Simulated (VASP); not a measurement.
Input of a VASP 6.6.1 run:

Contents of INCAR:

```
PREC = Accurate
ENCUT = 520
EDIFF = 1E-7
ISMEAR = -1
SIGMA = 0.05
LREAL = Auto
LASPH = True
NELM = 60
ALGO = Normal
ISIF = 2
LWAVE = False
LCHARG = True
GGA = PE
IVDW = 12
LELF = True
LVHAR = True
NBANDS = 64
```

File KPOINTS:

```
Automatic mesh
0
Gamma
  1 1 1
```

The input POSCAR:

```
H6C2O
1.0
    7.2936330000      0.0000000000      0.0000000000
    0.0000000000      7.2936330000      0.0000000000
    0.0000000000      0.0000000000      7.2936330000
C O H
8 4 24
Direct
    0.3457947500      0.8660430268      0.0864863916
    0.1930587953      0.7528758302     -0.0108587860
    0.7826963600      0.2622287137      0.8042356943
    0.9275761476      0.1500623900      0.8895429754
    0.6650595115      0.6270126287      0.3786864516
    0.5942443224      0.4368467676      0.3065824672
    1.0570726550      0.2190403603      0.3616853220
    0.9677070398      0.0282712333      0.3221028533
    0.2476406477      0.5666860397      0.0415293723
    1.0709889022      0.2502319489      0.9932909978
    0.4114273367      0.4022138213      0.3820729669
    1.0307071935     -0.1157447873      0.4471159983
    0.1660763573      0.4705748150      0.0202505391
    0.0508388618      0.7602658373      0.0367855087
    0.2030812354      0.7862748235     -0.1800337363
    0.3293831757      1.0108268403      0.0919432058
    0.3463843053      0.8216481416      0.2213711603
    0.4813924693      0.8052776991      0.0343450239
    1.1641934822      0.1829129598      1.0572783138
    0.8776970270      0.0373613534      0.9755083646
    1.0065628473      0.0556649889      0.7942406754
    0.7204091569      0.1919482376      0.7061638555
    0.6780845705      0.2742391892      0.9218588322
    0.8364007347      0.3953859483      0.7461576419
    0.3217189568      0.4599079773      0.2996997518
    0.5926127624      0.4422487394      0.1569313948
    0.6698719280      0.3143289496      0.3553098984
    0.7918413224      0.6843091776      0.3136297096
    0.5684684162      0.7230553004      0.3527185972
    0.6766175375      0.6226663722      0.5400737876
    1.0059047391     -0.2397844805      0.4112902308
    0.8214699040      0.0306294545      0.3357174676
    1.0134318521      0.0072666119      0.1854082869
    0.9445498560      0.3089818202      0.3263942674
    1.0365341936      0.2266908686      0.5147503309
    1.1825108283      0.2480793865      0.3028120554
```

Potentials or basis: VASP PAW PBE potentials, release 64 (C, O, H).

Launch:

```bash
$ cat potpaw_PBE.64/C/POTCAR potpaw_PBE.64/O/POTCAR potpaw_PBE.64/H/POTCAR > POTCAR
$ mpirun -np 1 vasp_gam > vasp.out
```

Question: Estimate the largest force.

Answer: 6.189 eV/Å.

Question: Estimate the band gap on the k mesh.

Answer: 4.89 eV, direct.

Stress tensor (GPa, compression positive):
```
 1.16 -0.98  1.59
-0.98  0.52  1.76
 1.59  1.76  0.21
```
